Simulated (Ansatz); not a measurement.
# CdTe (F-43m) in Ansatz: Born charges and dielectric tensor with PBEsol

Aim: the Born charges and dielectric tensor of CdTe with PBEsol.

All numbers are computed with Ansatz 0.2.0; they aren't measurements. Logs are shortened: lines on timing, memory, paths and dates and some standing lists are left out, and cuts for length are marked.

**The experiment to reproduce.**

From a printed reference work, data compilation, for a bulk crystal of CdTe at 0 K: band gap 1.607 eV.

The results are compared with them further down.

### Step 1. The structure

It takes space group F-43m (No. 216, cubic). The conventional cell has a = 6.410 Å, b = 6.410 Å, c = 6.410 Å, α = 90.00°, β = 90.00°, γ = 90.00°. Te (site symmetry -43m) is surrounded by 4 Cd at 2.78 Å. Cd (site symmetry -43m) is surrounded by 4 Te at 2.78 Å.

### Step 2. Born charges and dielectric tensor, PBEsol

input.yaml reads:

```yaml
crystal:
  lattice:
    - [0.0, 3.205, 3.205]
    - [3.205, 0.0, 3.205]
    - [3.205, 3.205, 0.0]
  atoms:
    - { symbol: Te, position: [0.75, 0.75, 0.75] }
    - { symbol: Cd, position: [0.0, 0.0, 0.0] }
hamiltonian:
  xc: pbesol
  pseudopotentials: { kind: paw }
kpoints:
  mp_grid: { grid: [7, 7, 7] }
scf:
  occupations: { method: fixed }
output:
  eigenvalues: true
dielectric:
  method: response
```

Potentials or basis: Ansatz PAW.

Command:

```bash
ansatz run input.yaml --threads 2 --pin off --max-ram 5632MiB --backend cpu --events-out ev --progress --plain --runs-dir out
```

The log of the run:

```text
Warning: RAYON_NUM_THREADS=2 ignored (pool sized by the plan → 2); use --threads N
Engine: ansatz 0.2.0, x86_64-unknown-linux-gnu
Pseudopotentials: kind: paw
Pseudopotential: Te, paw, valence charge 16, recommended cutoff 420 eV (normal), Te.paw.azcp
Pseudopotential: Cd, paw, valence charge 20, recommended cutoff 420 eV (normal), Cd.paw.azcp
Functional definition: PBEsol
  exchange = pbesol_x
  correlation = pbesol_c
Crystal: 2 atoms, lattice volume = 65.844 Å³
Basis set: ecut = 420 eV, 1243 PW (Γ), exchange–correlation on 64×64×64 points (8 copies of the dense FFT grid, shifted against one another)
Bands: 22, of which v1, the nominal top of the filled ones, is band 18 counted from 1 (17 counted from 0)
Symmetry: 24 space group operations
k-points: 64 of 343 (irreducible under 4 space group operations, time reversal used)
Non-local potential: Te, projectors of the file, l = 0: 2, l = 1: 2, l = 2: 2, l = 3: 2
Non-local potential: Cd, projectors of the file, l = 0: 3, l = 1: 2, l = 2: 2, l = 3: 1
PAW form: soft (Blöchl's): semilocal exchange-correlation on the pseudo side does not see the compensation charge
PAW frozen core: Te, regenerated for the run's functional, and the local potential with it (the file was generated under x = pbe(κ = 0.804, μ = 0.2195149727645171), c = pbe(β = 0.06672455060314922))
PAW frozen core: Cd, regenerated for the run's functional, and the local potential with it (the file was generated under x = pbe(κ = 0.804, μ = 0.2195149727645171), c = pbe(β = 0.06672455060314922))
PAW one-centre angular grid: Te, 590 points (default); XC on 64 Gauss nodes
PAW one-centre angular grid: Cd, 590 points (default); XC on 64 Gauss nodes
Initial density: superposition of atomic densities (neutral atoms: chi_scale 0, normalization atom), corrected by the library's trained network
Initial wavefunctions: pseudopotential atomic-orbital guess
Functional: x = pbesol(κ = 0.804, μ = 0.12345679012345678), c = pbesol(β = 0.046)
SCF iter   1: F=—  HF=-15086.332941 eV  |F-HF|=—  |Δ(HF+E_count)|=         —  Δρ=3.87e-3  dr2=1.26e-2  ethr=1.77e-3  ⟨swp⟩=4.9  Hψ=5444  notcnv=0  defer=123
preconditioner: auto → none  [insulator: Δε(μ)=0.730 eV  Ē_g=11.427 eV  n_scr=14 (ndim 8)  ℏωp=19.4 eV  f_vac=0.179  ε∞_Penn≈3.9]
SCF iter   2: F=—  HF=-15086.328881 eV  |F-HF|=—  |Δ(HF+E_count)|=   4.06e-3  Δρ=9.20e-4  dr2=3.15e-4  ethr=3.49e-5  ⟨swp⟩=3.5  Hψ=3048  notcnv=0  defer=122
SCF iter   3: F=—  HF=-15086.329056 eV  |F-HF|=—  |Δ(HF+E_count)|=   1.76e-4  Δρ=4.31e-4  dr2=7.81e-5  ethr=8.75e-7  ⟨swp⟩=2.1  Hψ=2064  notcnv=0  defer=122
SCF iter   4: F=—  HF=-15086.329125 eV  |F-HF|=—  |Δ(HF+E_count)|=   6.82e-5  Δρ=1.98e-4  dr2=2.75e-5  ethr=2.17e-7  ⟨swp⟩=2.8  Hψ=2505  notcnv=0  defer=109
SCF iter   5: F=—  HF=-15086.329111 eV  |F-HF|=—  |Δ(HF+E_count)|=   1.31e-5  Δρ=2.28e-5  dr2=1.94e-7  ethr=7.64e-8  ⟨swp⟩=2.0  Hψ=1949  notcnv=0  defer=53
SCF iter   6: F=—  HF=-15086.329113 eV  |F-HF|=—  |Δ(HF+E_count)|=   1.55e-6  Δρ=6.55e-6  dr2=1.60e-8  ethr=5.39e-10  ⟨swp⟩=2.0  Hψ=2322  notcnv=0  defer=6
SCF iter   7: F=—  HF=-15086.329113 eV  |F-HF|=—  |Δ(HF+E_count)|=   1.13e-8  Δρ=1.66e-6  dr2=1.05e-9  ethr=4.44e-11  ⟨swp⟩=2.1  Hψ=2304  notcnv=0  defer=6
SCF iter   8: F=-15086.329113 eV  HF=-15086.329113 eV  |F-HF|=5.46e-12  |Δ(HF+E_count)|=  5.77e-10  Δρ=1.83e-7  dr2=1.17e-11  ethr=1.00e-12  ⟨swp⟩=5.4  Hψ=5506  notcnv=0
SCF 1 converged in 8 iterations: F = -15086.329113 eV  dr2 = 1.17e-11
NSCF: frozen V_eff on 6 k-points
DFPT response loops at Γ: preconditioner auto → none (the input reference at scf.mixing.eps_inf says where Resta's filter doesn't serve); β = 0.50; Broyden in place of MSR1
── the response to a field inside a basis, on 10×10×10 k-points: an SCF that follows is theirs, and a resumed run solves both again ──
Bands: 19, of which v1, the nominal top of the filled ones, is band 18 counted from 1 (17 counted from 0)
k-points: 110
Initial density: handed on by an earlier stage of this run
Initial wavefunctions: pseudopotential atomic-orbital guess (no wavefunctions were taken with the density)
Eigensolver: Dense (110 Hₖ)
SCF iter   1: F=—  HF=-15086.328758 eV  |F-HF|=—  |Δ(HF+E_count)|=         —  Δρ=1.93e-4  dr2=1.25e-5  ethr=1.00e-1
preconditioner: auto → none  [insulator: Δε(μ)=0.810 eV  Ē_g=9.401 eV  n_scr=14 (ndim 8)  ℏωp=19.4 eV  f_vac=0.172  ε∞_Penn≈5.3]
SCF iter   2: F=—  HF=-15086.328757 eV  |F-HF|=—  |Δ(HF+E_count)|=   1.56e-6  Δρ=8.41e-5  dr2=1.16e-6  ethr=3.47e-8
SCF iter   3: F=—  HF=-15086.328758 eV  |F-HF|=—  |Δ(HF+E_count)|=   8.30e-7  Δρ=2.93e-5  dr2=1.78e-7  ethr=3.22e-9
SCF iter   4: F=-15086.328758 eV  HF=-15086.328758 eV  |F-HF|=1.45e-8  |Δ(HF+E_count)|=   1.62e-7  Δρ=5.02e-6  dr2=1.80e-8  ethr=4.94e-10
SCF 1 converged in 4 iterations: F = -15086.328758 eV  dr2 = 1.80e-8
DFPT response loops at Γ: mixed as the last ones told, above
SCF converged after 8 iterations
Free energy (F): -15086.329113 eV
Harris-Foulkes:  -15086.329113 eV  (|F-HF|=5.46e-12)
Internal energy: -15086.329113 eV  (E = F + TS)
E sigma→0 (E₀):  -15086.329113 eV
Fermi energy:    7.798480 eV
--- Per-component energies (eV) ---
  E_band       = -779.796993
  E_kinetic    = 686.524413
  E_local      = -5350.181703  (includes V_loc(G=0)·N_el)
  E_nonlocal   = -271.233380
  E_hartree    = 2700.464953
  E_xc         = -299.075660
  E_vxc        = -325.575687  (∫ρ·V_xc dr)
  E_paw        = -8598.799001  (= ΣΔE_a)
  E_vpaw       = -920.260372  (= ΣTr[D̂ρ^β])
  E_aug_tail   = -0.000209  (compensation charges beyond the density's cutoff)
  E_ewald      = -3954.745301
  E_core_change = 0.716775  (= ΣΔE_core)
  E_smearing   = -0.000000  (= −TS)
  E_closure    = 0.000000  (closes the sum)
  Σ components = -15086.329113   (vs F -15086.329113, Δ=0.00e0)
--- Band table (eV; the first three rows and the last of 64) ---
  k-point 0: bands = ["-94.2735", "-55.3667", "-55.3667", "-55.3667", "-28.2600", "-28.2600", "-28.2600", "-28.2504", "-28.2504", "-3.6121", "-0.5711", "-0.5711", "-0.5711", "-0.2803", "-0.2803", "7.7985", "7.7985", "7.7985", "8.5552", "12.3413", "12.3413", "12.3413"]
  k-point 1: bands = ["-94.2735", "-55.3668", "-55.3668", "-55.3668", "-28.2601", "-28.2600", "-28.2600", "-28.2503", "-28.2503", "-3.5298", "-0.5553", "-0.5553", "-0.5102", "-0.2817", "-0.2817", "6.2917", "7.6095", "7.6095", "9.5529", "12.3637", "12.6207", "12.6207"]
  k-point 2: bands = ["-94.2735", "-55.3668", "-55.3668", "-55.3668", "-28.2602", "-28.2599", "-28.2599", "-28.2503", "-28.2503", "-3.3431", "-0.5234", "-0.5234", "-0.2964", "-0.2799", "-0.2799", "4.5417", "7.2483", "7.2483", "9.7371", "12.9620", "12.9620", "13.5128"]
  k-point 63: bands = ["-94.2735", "-55.3668", "-55.3668", "-55.3668", "-28.2600", "-28.2599", "-28.2597", "-28.2502", "-28.2501", "-3.1222", "-0.4716", "-0.4612", "-0.2953", "-0.2853", "0.1327", "3.6565", "5.2044", "6.6919", "10.9335", "12.9625", "13.9696", "14.0301"]
--- Dielectric response (ions clamped): 3 representative field directions + reference, inside a basis on a mesh of 1000 k-points (Σ response iterations 15) ---
  ε∞ (high-frequency dielectric tensor):
        8.868271    -0.000000    -0.000000
       -0.000000     8.868271     0.000000
       -0.000000     0.000000     8.868271
  Born effective charges Z* (e; rows j = field, columns β = displacement):
    site 0:
        -2.11804   -0.00000    0.00000
         0.00000   -2.11804    0.00000
        -0.00000   -0.00000   -2.11804
    site 1:
         2.11804    0.00000   -0.00000
        -0.00000    2.11804   -0.00000
         0.00000    0.00000    2.11804
  Z* charge neutrality: 2.990e-4 e pre-enforcement
  solved inside a basis spanned on kpoints, on 10×10×10 k-points transformed towards the longest dipole: ε∞ is read to err by 2.5e-2, Z* by 2.1e-2 e (field_mesh: kpoints solves on kpoints); Z* is corrected for what the basis lacks
```

It took 20 s on 2 threads of Intel Xeon 6975P-C (Granite Rapids), shared host; peak memory 0.79 GiB.

Results:

| Property | Result |
| --- | --- |
| Free energy | -15086.3291 eV |
| Band gap on the k mesh | 0.76 eV, direct |
| Electronic dielectric tensor (diagonal) | 8.87 |
| Born charges (mean of the diagonal) | Te -2.12; Cd +2.12 e |

Electronic dielectric tensor:
```
8.87 0.00 0.00
0.00 8.87 0.00
0.00 0.00 8.87
```

Born effective charge tensors (e):
atom 1, Te
```
-2.12  0.00  0.00
 0.00 -2.12  0.00
 0.00  0.00 -2.12
```
atom 2, Cd
```
2.12 0.00 0.00
0.00 2.12 0.00
0.00 0.00 2.12
```

Caveat: odd divisions of the mesh miss points on the zone boundary, where band edges often lie, so the gap on the mesh can be too wide; spin-orbit coupling is left out, which moves the levels of the heavy elements.

### Step 3. How close it comes

Step 2. Against the measured gap of CdTe, 1.607 eV (0 K; a printed reference work, data compilation), the calculated 0.76 eV is off by -0.85 eV. Spin-orbit coupling on Cd, Te is left out. The value is that of PBEsol, without temperature or zero-point motion. Semilocal functionals fall short of measured gaps as a rule.
